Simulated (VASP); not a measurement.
# Na: restarted molecular dynamics, 2 variants

Na, Pm-3n (no. 223), 16 atoms in the cell. PBE, molecular dynamics; PAW potentials Na (PBE set).

| Restart from | Temperature at the end (K) | The same without a restart (K) | Potential energy at the end (eV/atom) | The same without a restart (eV/atom) | Electronic steps in the first step after the restart | Time (s) |
|---|---|---|---|---|---|---|
| CONTCAR with velocities, WAVECAR read | 1425.0 | 1425.0 | -1.14395 | -1.14395 | 4 | 225 |
| CONTCAR with velocities, no WAVECAR | 1425.0 | 1425.0 | -1.14395 | -1.14395 | 13 | 229 |

Limits: 120 fs of 16 atoms are too short for converged averages.

## Input of the first row

INCAR.step1:
```
SYSTEM = Na
  GGA = PE
  PREC = Normal
  ENCUT = 200
  EDIFF = 1E-6
  NELMIN = 4
  NELM = 60
  ALGO = Fast
  LREAL = Auto
  LASPH = .True.
  ISMEAR = -1
  SIGMA = 0.069
  ISYM = 0
  LWAVE = .True.
  LCHARG = .False.
  IBRION = 0
  NSW = 30
  POTIM = 2.0
  TEBEG = 1600
  ISIF = 2
  RANDOM_SEED = 794833 0 0
  MDALGO = 2
  SMASS = 0
  KPAR = 2
```

INCAR.step2, as INCAR.step1 but for:
```
- LWAVE = .True.
+ LWAVE = .False.
```

KPOINTS:
```
k-points
0
Monkhorst-Pack
  2 2 1
```

POSCAR.step1:
```
Na
1.0
    6.6966880000      0.0000000000      0.0000000000
    0.0000000000      6.6966880000      0.0000000000
    0.0000000000      0.0000000000     13.3933760000
Na
16
Direct
    0.0000000000      0.5000000000      0.3750000000
    0.0000000000      0.5000000000      0.8750000000
    0.5000000000      0.5000000000      0.2500000000
    0.5000000000      0.5000000000      0.7500000000
    0.7500000000      0.0000000000      0.2500000000
    0.7500000000      0.0000000000      0.7500000000
    0.2500000000      0.0000000000      0.2500000000
    0.2500000000      0.0000000000      0.7500000000
    0.0000000000      0.5000000000      0.1250000000
    0.0000000000      0.5000000000      0.6250000000
    0.5000000000      0.7500000000      0.0000000000
    0.5000000000      0.7500000000      0.5000000000
    0.5000000000      0.2500000000      0.0000000000
    0.5000000000      0.2500000000      0.5000000000
    0.0000000000      0.0000000000      0.0000000000
    0.0000000000      0.0000000000      0.5000000000
```

Commands (each step's output is kept before the next begins):
```
cat potpaw_PBE.64/Na/POTCAR > POTCAR
cp INCAR.step1 INCAR
cp POSCAR.step1 POSCAR
mpirun -np 2 vasp_std > vasp.out
cp CONTCAR POSCAR
cp INCAR.step2 INCAR
mpirun -np 2 vasp_std > vasp.out
```

Changes of the last row against the first:
```
(step 1)
- LWAVE = True
+ LWAVE = False
```

VASP 6.6.1 took 225 s on 2 cores (AMD EPYC 7571), a shared host.
